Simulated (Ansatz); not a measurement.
Set up this calculation in Ansatz 0.2.0, as the native input.

| Item | Value |
| --- | --- |
| Task | relaxation of cell and atoms |
| Functional | PBE |
| Potentials or basis | Ansatz PAW |
| Cutoff | 420 eV (not typed: the program's choice for these potentials) |
| k mesh | 7 × 7 × 6 |
| Occupations | fermi-dirac, width 0.05 eV |
| Spin | no spin polarisation |
| Hubbard terms | Ti d U = 1 eV |
| Hubbard projectors | ortho-atomic (the default) |
| Double counting | fll (the default) |

BaTiO3:

```xyz
10
Lattice="4.5339 -2.9380 -2.8445 -4.1792 -2.1732 2.5787 -4.6762 2.6714 -2.7780" Properties=species:S:1:pos:R:3 pbc="T T T"
Ba    0.0840   -2.6676   -2.9251
Ba    0.3596   -5.0980   -0.2695
Ti   -2.2602   -0.0254   -2.8155
Ti   -2.0304   -2.4394   -0.1341
O     0.1677   -2.5637   -0.1876
O    -0.0743   -0.1457   -2.8591
O    -2.1593   -1.1997   -1.5176
O    -6.5741   -0.9440   -1.6257
O    -2.3575    1.3116   -1.4278
O    -2.0878   -1.1006    1.2786
```

These files were run (other wordings do the same):

input.yaml

```yaml
crystal:
  lattice:
    - [4.53387605, -2.93796388, -2.84448813]
    - [-4.17915424, -2.17324007, 2.57872365]
    - [-4.67623927, 2.67137974, -2.77803116]
  atoms:
    - { symbol: Ba, position: [0.99294384, 0.49864198, 0.49912084] }
    - { symbol: Ba, position: [0.99811969, 0.99663923, 0.000137] }
    - { symbol: Ti, position: [0.49526869, 0.25090263, 0.73929018] }
    - { symbol: Ti, position: [0.49332958, 0.75157672, 0.24081355] }
    - { symbol: O, position: [0.5108239, 0.50216355, 0.01062875] }
    - { symbol: O, position: [0.51040972, 0.0023124, 0.5087025] }
    - { symbol: O, position: [0.49548448, 0.49573515, 0.49912776] }
    - { symbol: O, position: [0.49557131, 0.99266336, 0.99920158] }
    - { symbol: O, position: [0.01119185, 0.00686691, 0.50886708] }
    - { symbol: O, position: [0.00441694, 0.50249807, 0.00167076] }
hamiltonian:
  xc: pbe
  pseudopotentials: { kind: paw }
  hubbard: { sites: [{ species: Ti, l: d, u_eff: 1.0 }] }
kpoints:
  mp_grid: { grid: [7, 7, 6] }
scf:
  occupations: { method: fermi_dirac, width: 0.05 }
output:
  forces: true
  stress: true
  eigenvalues: true
relax:
  f_tol: 0.01
  max_steps: 40
  cell: { stress_tol: 0.05 }
```

Potentials or basis: Ansatz PAW.

Launch:

```sh
$ ansatz run input.yaml --threads 4 --pin off --max-ram 11264MiB --backend cpu --events-out ev --progress --plain --runs-dir out
```

Results of the run:

- Relaxed volume: 13.37 Å³/atom
- Relaxed cell: a = 5.730 Å, b = 5.725 Å, c = 5.752 Å, α = 89.81°, β = 119.91°, γ = 120.06°
- Space group after relaxing (to 0.05 Å): R3m (No. 160)
- Energy gained by relaxing: 328.3 meV/atom
- Ionic steps: 21
- Pressure after relaxing: 0.0 GPa
- Band gap on the k mesh: 2.62 eV

Caveat: the electronic state changed during the relaxation; odd divisions of the mesh miss points on the zone boundary, where band edges often lie, so the gap on the mesh can be too wide; the plane-wave basis is chosen anew once the cell has moved, so the energies of steps on either side of that aren't comparable; the pressure holds a Pulay correction of +0.5 GPa for the finite cutoff; spin-orbit coupling is left out, which moves the levels of the heavy elements.

It took 14 min on 4 threads of Arm Neoverse V1, on a shared host, peak memory 1.6 GiB.
